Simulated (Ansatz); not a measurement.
Runs of Ansatz 0.2.0 on BaTiO3. The structure is cubic, space group Pm-3m (No. 221). The conventional cell has a = 4.006 Å, b = 4.006 Å, c = 4.006 Å, α = 90.00°, β = 90.00°, γ = 90.00°. Around Ba (site symmetry m-3m) lie 12 O at 2.83 Å. Ti (site symmetry m-3m) has 6 O at 2.00 Å as nearest neighbours. O (site symmetry 4/mmm) is surrounded by 2 Ti at 2.00 Å. 

| cell | target pressure (GPa) | gap on the mesh (eV) | pressure (GPa) |
| --- | --- | --- | --- |
| relaxed to 5 GPa | 5 | 1.91 | 5.0 |
| relaxed to 2 GPa | 2 | 1.90 | 2.0 |
| relaxed | - | 1.89 | 0.0 |
| relaxed to 10 GPa | 10 | (a) | 10.0 |

Alike in all rows: task relaxation of cell and atoms; level PBEsol; potentials or basis Ansatz PAW; no spin polarisation; k mesh 5 × 5 × 5; cutoff (eV) 420; smearing fermi-dirac 0.05 eV.

Question: Estimate the missing entries.

Answer: (a) 1.92.

Caveats: odd divisions of the mesh miss points on the zone boundary, where band edges often lie, so the gap on the mesh can be too wide; the plane-wave basis is chosen anew once the cell has moved, so the energies of steps on either side of that aren't comparable; spin-orbit coupling is left out, which moves the levels of the heavy elements; the PAW data sets come from PBE, with cores solved anew for the run's functional, which leaves a small shift of forces and pressure.

A k mesh can miss the band edges, and the runs leave out spin-orbit coupling on Ba.
